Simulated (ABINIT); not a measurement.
# ZnSe (Stilleite) (F-43m) in ABINIT: a series of runs

One crystal, ZnSe (Stilleite), is run at these levels: SOGGA, AM05, PBE, RPBE; tasks: band structure, equation of state.

Program: ABINIT 10.8.3 (patched build). These are calculated values, not measurements. Logs are shortened: lines on timing, memory, paths and dates and some standing lists are left out, and cuts for length are marked. The log counts tension as positive stress, the text compression.

**What was measured.**

“Alloy Disordering Effects on the Thermal Conductivity and Energy Gap Temperature Dependence of Cd1−xZnxSe Ternary Crystals Grown by the Bridgman Method”, 2023, pmc:10253836 reports, for a bulk crystal of ZnSe at 300 K: band gap 2.695 ± 0.003 eV (an exciton energy, a little under the gap).

The runs below are set against these values where they give the same quantity.

## (1) The structure

Symmetry: F-43m, No. 216, cubic system. Conventional cell: a = 5.668 Å, b = 5.668 Å, c = 5.668 Å, α = 90.00°, β = 90.00°, γ = 90.00°. Se (site symmetry -43m) has 4 Zn at 2.45 Å as nearest neighbours. Around Zn (site symmetry -43m) lie 4 Se at 2.45 Å.

## (2) Band structure, SOGGA

run.abi

```
# Datasets: ground state, then fixed potential
ndtset 2

# Pseudopotentials
pp_dirpath "./"
pseudos "Se.GGA_PBE-JTH.xml, Zn.GGA_PBE-JTH.xml"

# Structure
acell 4.0075983931 4.0075983931 4.0075983931 Angstrom
rprim
     0.0000000000     0.7071067812     0.7071067812
     0.7071067812     0.0000000000     0.7071067812
     0.7071067812     0.7071067812     0.0000000000
ntypat 2
znucl 34 30
natom 2
typat 1 2
xred
     0.7500000000     0.7500000000     0.7500000000
     0.0000000000     0.0000000000     0.0000000000

# Plane-wave basis
ecut 20.0
pawecutdg 40.0

# Exchange and correlation
ixc -150130

# Bands and occupations
occopt 3
tsmear 0.00183747

# SCF cycle
nstep 100

# Output
iomode 3
prtwf 0
prteig 0
prtebands 0
enunit 1
prtden1 1

# Dataset 1
kptopt1 1
ngkpt1 8 8 8
nshiftk1 1
shiftk1 0.0 0.0 0.0
nband1 13
tolvrs1 1.0e-9

# Dataset 2: bands along G-X-W-K-G-L-U-W-L-K
iscf2 -2
getden2 1
nband2 17
nbdbuf2 2
tolwfr2 1.0e-12
kptopt2 -9
ndivsm2 6
prteig2 1
kptbounds2
     0.0000000000     0.0000000000     0.0000000000
     0.5000000000     0.0000000000     0.5000000000
     0.5000000000     0.2500000000     0.7500000000
     0.3750000000     0.3750000000     0.7500000000
     0.0000000000     0.0000000000     0.0000000000
     0.5000000000     0.5000000000     0.5000000000
     0.6250000000     0.2500000000     0.6250000000
     0.5000000000     0.2500000000     0.7500000000
     0.5000000000     0.5000000000     0.5000000000
     0.3750000000     0.3750000000     0.7500000000
```

Potentials or basis: JTH PAW PBE v2.0.

On the command line:

```console
> abinit run.abi > log 2>&1
```

run.abo:

```text
.Version 10.8.3 of ABINIT
 DATASET    1 : space group F-4 3 m (#216); Bravais cF (face-center cubic)
================================================================================
 Values of the parameters that define the memory need for DATASET  1.
     intxc =       0    ionmov =       0      iscf =      17    lmnmax =      18
     lnmax =       6     mgfft =      32  mpssoang =       3    mqgrid =    3001
     natom =       2  nloc_mem =       2    nspden =       1   nspinor =       1
    nsppol =       1      nsym =      24    n1xccc =       1    ntypat =       2
    occopt =       3   xclevel =       2
       mpw =        1329          nfft =       32768          nkpt =          29
 PAW method is used; the additional fine FFT grid is defined by:
   mgfftf=        45    nfftf =     91125
================================================================================
================================================================================

 DATASET    2 : space group F-4 3 m (#216); Bravais cF (face-center cubic)
================================================================================
 Values of the parameters that define the memory need for DATASET  2.
     intxc =       0    ionmov =       0      iscf =      -2    lmnmax =      18
     lnmax =       6     mgfft =      32  mpssoang =       3    mqgrid =    3001
     natom =       2  nloc_mem =       2    nspden =       1   nspinor =       1
    nsppol =       1      nsym =      24    n1xccc =       1    ntypat =       2
    occopt =       3   xclevel =       2
       mpw =        1335          nfft =       32768          nkpt =         103
 PAW method is used; the additional fine FFT grid is defined by:
   mgfftf=        45    nfftf =     91125
================================================================================
================================================================================

--------------------------------------------------------------------------------
------------- Echo of variables that govern the present computation ------------
--------------------------------------------------------------------------------
 -outvars: echo values of preprocessed input variables --------
            acell      7.5732633856E+00  7.5732633856E+00  7.5732633856E+00 Bohr
              amu      7.89600000E+01  6.53900000E+01
             ecut      2.00000000E+01 Hartree
           enunit           1
           getden1          0
           getden2          1
             iscf1         17
             iscf2         -2
                       outvar_i_n : Printing only first  50 k-points.
              ixc     -150130
           jdtset        1    2
                       outvar_i_n : Printing only first  50 k-points.
           kptopt1          1
           kptopt2         -9
         kptrlatt        8    0    0      0    8    0      0    0    8
          kptrlen1     6.05861071E+01
[... 1024 lines left out ...]
xred      :
- [  7.5000E-01,   7.5000E-01,   7.5000E-01, Se]
- [  0.0000E+00,   0.0000E+00,   0.0000E+00, Zn]
cartesian_forces: null
force_length_stats: {min: null, max: null, mean: null, }
...

 Integrated electronic density in atomic spheres:
 ------------------------------------------------
 Atom  Sphere_radius  Integrated_density
    1        2.21132          4.00068177
    2        2.30770         10.76518941

================================================================================

 ----iterations are completed or convergence reached----

 Mean square residual over all n,k,spin=   55.610E-14; max=  99.947E-14
 reduced coordinates (array xred) for    2 atoms
       0.750000000000      0.750000000000      0.750000000000
       0.000000000000      0.000000000000      0.000000000000

 cartesian coordinates (angstrom) at end:
    1      4.25070000013085     4.25070000013085     4.25070000013085
    2      0.00000000000000     0.00000000000000     0.00000000000000
 length scales=  7.573263385587  7.573263385587  7.573263385587 bohr
              =  4.007598393100  4.007598393100  4.007598393100 angstroms
 Eigenvalues (   eV  ) for nkpt= 103  k points:
 kpt#   1, nband= 17, wtk=  1.00000, kpt=  0.0000  0.0000  0.0000 (reduced coord)
 -10.77397   -3.98476   -3.98476   -3.98476   -3.60713   -3.60713    2.51272    2.51272
   2.51272    3.68953    8.22903    8.22903    8.22903   12.28280   13.96555   13.96555
  15.44113
 kpt#   2, nband= 17, wtk=  1.00000, kpt=  0.0294  0.0000  0.0294 (reduced coord)
 -10.76619   -3.98535   -3.98285   -3.98285   -3.60774   -3.60657    2.35910    2.48541
   2.48541    3.85194    8.17209    8.26995    8.26995   12.36741   13.71091   13.97818
  15.47726
 kpt#   3, nband= 17, wtk=  1.00000, kpt=  0.0588  0.0000  0.0588 (reduced coord)
 -10.74300   -3.98753   -3.97766   -3.97766   -3.60983   -3.60524    2.02965    2.40588
   2.40588    4.20603    8.01501    8.38990    8.38990   12.59486   13.19494   14.01576
  15.56593
 kpt#   4, nband= 17, wtk=  1.00000, kpt=  0.0882  0.0000  0.0882 (reduced coord)
 -10.70487   -3.99087   -3.96913   -3.96913   -3.61326   -3.60302    1.64997    2.28165
   2.28165    4.62190    7.78876    8.58144    8.58144   12.51746   13.05296   14.07834
  15.72141
 kpt#   5, nband= 17, wtk=  1.00000, kpt=  0.1176  0.0000  0.1176 (reduced coord)
[... 381 lines left out ...]
   0.99590    6.23254    8.50694   10.47369   10.63644   12.52949   14.29124   16.69865
  17.88902
 kpt# 101, nband= 17, wtk=  1.00000, kpt=  0.4000  0.4000  0.7000 (reduced coord)
  -9.75703   -3.89511   -3.79438   -3.66610   -3.58939   -3.35826   -2.27845   -0.55817
   0.87863    6.14074    8.49905   10.65542   11.05316   12.23880   14.23811   17.41367
  18.25681
 kpt# 102, nband= 17, wtk=  1.00000, kpt=  0.3875  0.3875  0.7250 (reduced coord)
  -9.73123   -3.89920   -3.78018   -3.67401   -3.58676   -3.34293   -2.25274   -0.65203
   0.77516    6.03950    8.30642   11.05681   11.43067   12.00274   14.29113   17.80315
  18.86004
 kpt# 103, nband= 17, wtk=  1.00000, kpt=  0.3750  0.3750  0.7500 (reduced coord)
  -9.71589   -3.90457   -3.76975   -3.68376   -3.58291   -3.33709   -2.25261   -0.63848
   0.69016    5.95041    8.01778   11.41791   11.72582   11.97079   14.48527   17.79839
  19.48789

== END DATASET(S) ==============================================================
================================================================================

 -outvars: echo values of variables after computation  --------
            acell      7.5732633856E+00  7.5732633856E+00  7.5732633856E+00 Bohr
           etotal1    -7.3844753079E+01
            fcart1    -7.8565358801E-31 -7.8565358801E-31  2.3569607640E-30
                       7.8565358801E-31  7.8565358801E-31 -2.3569607640E-30
            rprim      0.0000000000E+00  7.0710678120E-01  7.0710678120E-01
                       7.0710678120E-01  0.0000000000E+00  7.0710678120E-01
                       7.0710678120E-01  7.0710678120E-01  0.0000000000E+00
           strten1     7.2486055300E-05  7.2486055300E-05  7.2486055300E-05
                       0.0000000000E+00  0.0000000000E+00  0.0000000000E+00
           xangst      4.2507000001E+00  4.2507000001E+00  4.2507000001E+00
                       0.0000000000E+00  0.0000000000E+00  0.0000000000E+00
             xred      7.5000000000E-01  7.5000000000E-01  7.5000000000E-01
                       0.0000000000E+00  0.0000000000E+00  0.0000000000E+00
 Calculation completed.
```

It took 1.8 min on 1 thread of Arm Neoverse V1, shared host; peak memory 0.13 GiB.

What came out:

```yaml
Free_energy: -2009.4181 eV
Band_gap_on_the_k_mesh: 1.18 eV, direct
Valence_electrons_inside_the_program's_atomic_spheres: Se 4.00; Zn 10.77
```

Levels at the corners of the path, in eV from the valence-band top:
```
point  band 7  band 8  band 9  band 10  band 11  band 12
    Γ    0.00    0.00    0.00     1.18     5.72     5.72
    X   -4.79   -2.22   -2.22     2.79     3.35    10.58
    W   -4.73   -2.81   -2.73     5.32     5.53     6.86
    K   -4.77   -3.15   -1.82     3.44     5.51     8.91
    Γ    0.00    0.00    0.00     1.18     5.72     5.72
    L   -5.31   -0.88   -0.88     2.44     6.28     6.28
    U   -4.77   -3.15   -1.82     3.44     5.51     8.91
    W   -4.73   -2.81   -2.73     5.32     5.53     6.86
    L   -5.31   -0.88   -0.88     2.44     6.28     6.28
    K   -4.77   -3.15   -1.82     3.44     5.51     8.91
```

## (3) Band structure, AM05

run.abi, as its differences from that of step 2:

```diff
@@ -8,3 +8,3 @@
 # Structure
-acell 4.0075983931 4.0075983931 4.0075983931 Angstrom
+acell 7.5732633804 7.5732633804 7.5732633804
 rprim
@@ -26,3 +26,3 @@
 # Exchange and correlation
-ixc -150130
+ixc -120135
 
@@ -30,3 +30,3 @@
 occopt 3
-tsmear 0.00183747
+tsmear 0.05 eV
 
@@ -40,3 +40,3 @@
 prtebands 0
-enunit 1
+enunit 2
 prtden1 1
```

Potentials or basis: JTH PAW PBE v2.0.

On the command line:

```console
> abinit run.abi > log 2>&1
```

run.abo:

```text
.Version 10.8.3 of ABINIT
 DATASET    1 : space group F-4 3 m (#216); Bravais cF (face-center cubic)
================================================================================
 Values of the parameters that define the memory need for DATASET  1.
     intxc =       0    ionmov =       0      iscf =      17    lmnmax =      18
     lnmax =       6     mgfft =      32  mpssoang =       3    mqgrid =    3001
     natom =       2  nloc_mem =       2    nspden =       1   nspinor =       1
    nsppol =       1      nsym =      24    n1xccc =       1    ntypat =       2
    occopt =       3   xclevel =       2
       mpw =        1329          nfft =       32768          nkpt =          29
 PAW method is used; the additional fine FFT grid is defined by:
   mgfftf=        45    nfftf =     91125
================================================================================
================================================================================

 DATASET    2 : space group F-4 3 m (#216); Bravais cF (face-center cubic)
================================================================================
 Values of the parameters that define the memory need for DATASET  2.
     intxc =       0    ionmov =       0      iscf =      -2    lmnmax =      18
     lnmax =       6     mgfft =      32  mpssoang =       3    mqgrid =    3001
     natom =       2  nloc_mem =       2    nspden =       1   nspinor =       1
    nsppol =       1      nsym =      24    n1xccc =       1    ntypat =       2
    occopt =       3   xclevel =       2
       mpw =        1335          nfft =       32768          nkpt =         103
 PAW method is used; the additional fine FFT grid is defined by:
   mgfftf=        45    nfftf =     91125
================================================================================
================================================================================

--------------------------------------------------------------------------------
------------- Echo of variables that govern the present computation ------------
--------------------------------------------------------------------------------
 -outvars: echo values of preprocessed input variables --------
[... 1489 lines left out ...]
   0.02940    0.22667    0.30832    0.41184    0.42238    0.44524    0.52904    0.65934
   0.69939
 kpt# 103, nband= 17, wtk=  1.00000, kpt=  0.3750  0.3750  0.7500 (reduced coord)
  -0.35669   -0.14517   -0.14065   -0.13752   -0.13395   -0.12483   -0.08178   -0.02125
   0.02632    0.22362    0.29785    0.42514    0.43317    0.44375    0.53610    0.65840
   0.71915
 Eigenvalues (   eV  ) for nkpt= 103  k points:
 kpt#   1, nband= 17, wtk=  1.00000, kpt=  0.0000  0.0000  0.0000 (reduced coord)
 -10.74694   -4.03811   -4.03811   -4.03811   -3.66913   -3.66913    2.51659    2.51659
   2.51659    3.78719    8.28930    8.28930    8.28930   12.51309   14.03427   14.03427
  15.64778
 kpt#   2, nband= 17, wtk=  1.00000, kpt=  0.0294  0.0000  0.0294 (reduced coord)
 -10.73926   -4.03851   -4.03621   -4.03621   -3.66970   -3.66857    2.37146    2.48975
   2.48975    3.94057    8.23559    8.32991    8.32991   12.59465   13.80139   14.04689
  15.69526
 kpt#   3, nband= 17, wtk=  1.00000, kpt=  0.0588  0.0000  0.0588 (reduced coord)
 -10.71638   -4.04013   -4.03109   -4.03109   -3.67170   -3.66727    2.05149    2.41154
   2.41154    4.28355    8.08674    8.44904    8.44904   12.81229   13.31656   14.08439
  15.77239
 kpt#   4, nband= 17, wtk=  1.00000, kpt=  0.0882  0.0000  0.0882 (reduced coord)
 -10.67876   -4.04254   -4.02266   -4.02266   -3.67498   -3.66509    1.67628    2.28925
   2.28925    4.69232    7.87085    8.63946    8.63946   12.66875   13.25284   14.14685
  15.92618
 kpt#   5, nband= 17, wtk=  1.00000, kpt=  0.1176  0.0000  0.1176 (reduced coord)
[... 381 lines left out ...]
   1.01781    6.33966    8.59994   10.61996   10.70597   12.65612   14.39445   16.91277
  17.97149
 kpt# 101, nband= 17, wtk=  1.00000, kpt=  0.4000  0.4000  0.7000 (reduced coord)
  -9.74647   -3.94360   -3.85138   -3.72439   -3.65132   -3.41738   -2.24399   -0.50212
   0.90216    6.26053    8.58197   10.80510   11.11907   12.35989   14.34259   17.60247
  18.36748
 kpt# 102, nband= 17, wtk=  1.00000, kpt=  0.3875  0.3875  0.7250 (reduced coord)
  -9.72109   -3.94633   -3.83751   -3.73240   -3.64875   -3.40246   -2.22278   -0.59236
   0.80010    6.16810    8.38987   11.20663   11.49356   12.11570   14.39585   17.94169
  19.03133
 kpt# 103, nband= 17, wtk=  1.00000, kpt=  0.3750  0.3750  0.7500 (reduced coord)
  -9.70599   -3.95036   -3.82732   -3.74200   -3.64500   -3.39681   -2.22531   -0.57837
   0.71626    6.08513    8.10484   11.56860   11.78728   12.07501   14.58802   17.91609
  19.56919

== END DATASET(S) ==============================================================
================================================================================

 -outvars: echo values of variables after computation  --------
            acell      7.5732633804E+00  7.5732633804E+00  7.5732633804E+00 Bohr
           etotal1    -7.3912552376E+01
            fcart1     7.8565358855E-31  7.8565358855E-31 -2.3569607656E-30
                      -7.8565358855E-31 -7.8565358855E-31  2.3569607656E-30
            rprim      0.0000000000E+00  7.0710678120E-01  7.0710678120E-01
                       7.0710678120E-01  0.0000000000E+00  7.0710678120E-01
                       7.0710678120E-01  7.0710678120E-01  0.0000000000E+00
           strten1     3.1541795904E-05  3.1541795904E-05  3.1541795904E-05
                       0.0000000000E+00  0.0000000000E+00  0.0000000000E+00
           xangst      4.2506999972E+00  4.2506999972E+00  4.2506999972E+00
                       0.0000000000E+00  0.0000000000E+00  0.0000000000E+00
             xred      7.5000000000E-01  7.5000000000E-01  7.5000000000E-01
                       0.0000000000E+00  0.0000000000E+00  0.0000000000E+00
 Calculation completed.
```

It took 1.8 min on 1 thread of Arm Neoverse V1, shared host; peak memory 0.13 GiB.

What came out:

```yaml
Free_energy: -2011.2630 eV
Band_gap_on_the_k_mesh: 1.27 eV, direct
Valence_electrons_inside_the_program's_atomic_spheres: Se 4.02; Zn 10.77
```

Levels at the corners of the path, in eV from the valence-band top:
| point | band 6 | band 7 | band 8 | band 9 | band 10 | band 11 | band 12 | band 13 |
| --- | --- | --- | --- | --- | --- | --- | --- | --- |
| Γ | -6.19 | 0.00 | 0.00 | 0.00 | 1.27 | 5.77 | 5.77 | 5.77 |
| X | -6.00 | -4.77 | -2.19 | -2.19 | 2.97 | 3.44 | 10.73 | 11.25 |
| W | -5.88 | -4.71 | -2.77 | -2.67 | 5.48 | 5.53 | 6.96 | 7.71 |
| K | -5.91 | -4.74 | -3.09 | -1.80 | 3.57 | 5.59 | 9.05 | 9.27 |
| Γ | -6.19 | 0.00 | 0.00 | 0.00 | 1.27 | 5.77 | 5.77 | 5.77 |
| L | -6.02 | -5.25 | -0.87 | -0.87 | 2.51 | 6.37 | 6.37 | 8.59 |
| U | -5.91 | -4.74 | -3.09 | -1.80 | 3.57 | 5.59 | 9.05 | 9.27 |
| W | -5.88 | -4.71 | -2.77 | -2.67 | 5.48 | 5.53 | 6.96 | 7.71 |
| L | -6.02 | -5.25 | -0.87 | -0.87 | 2.51 | 6.37 | 6.37 | 8.59 |
| K | -5.91 | -4.74 | -3.09 | -1.80 | 3.57 | 5.59 | 9.05 | 9.27 |

(Continued in part 2 of 2.)
